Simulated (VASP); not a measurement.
Write the native input for VASP 6.6.1 that does the following.

```
Task                   : optical spectrum
Functional             : PBE
Potentials or basis    : VASP PAW PBE potentials, release 64 (Zr_sv, N)
Cutoff                 : 520 eV
k mesh                 : 20 × 20 × 20
Occupations            : fermi-dirac, width 0.05 eV
Spin                   : no spin polarisation
Further INCAR settings : ALGO = Normal; EDIFF = 1e-06; NBANDS = 40
```

The structure of ZrN lies in POSCAR:

```
ZrN
1.0
    0.0000000000      2.2875000000      2.2875000000
    2.2875000000      0.0000000000      2.2875000000
    2.2875000000      2.2875000000      0.0000000000
Zr N
1 1
Direct
    0.0000000000      0.0000000000      0.0000000000
    0.5000000000      0.5000000000      0.5000000000
```

The cell was built by a generator and isn't the measured one.

The input as run:

INCAR

```
ALGO = Normal
CSHIFT = 0.1
EDIFF = 1E-6
ENCUT = 520
GGA = PE
ISIF = 2
ISMEAR = -1
LASPH = True
LCHARG = False
LOPTICS = True
LREAL = False
LWAVE = False
NBANDS = 40
NEDOS = 2000
NELM = 80
PREC = Accurate
SIGMA = 0.05
```

KPOINTS

```
k-points
0
Gamma
  20 20 20
```

Potentials or basis: VASP PAW PBE potentials, release 64 (Zr_sv, N).

Run with:

```bash
$ cat potpaw_PBE.64/Zr_sv/POTCAR potpaw_PBE.64/N/POTCAR > POTCAR
$ mpirun -np 1 vasp_std > vasp.out
```

Results of the run:

```json
{
 "Pressure": "3.6 GPa",
 "Band gap on the k mesh": "none (metal or under the smearing width)"
}
```

Caveat: independent-particle spectra lack excitons; the intraband (Drude) part of a metal's response may be missing.

It took 67 s on 1 thread of Intel(R) Xeon(R) 6975P-C (Granite Rapids), with other jobs on the host, peak memory 0.44 GiB.
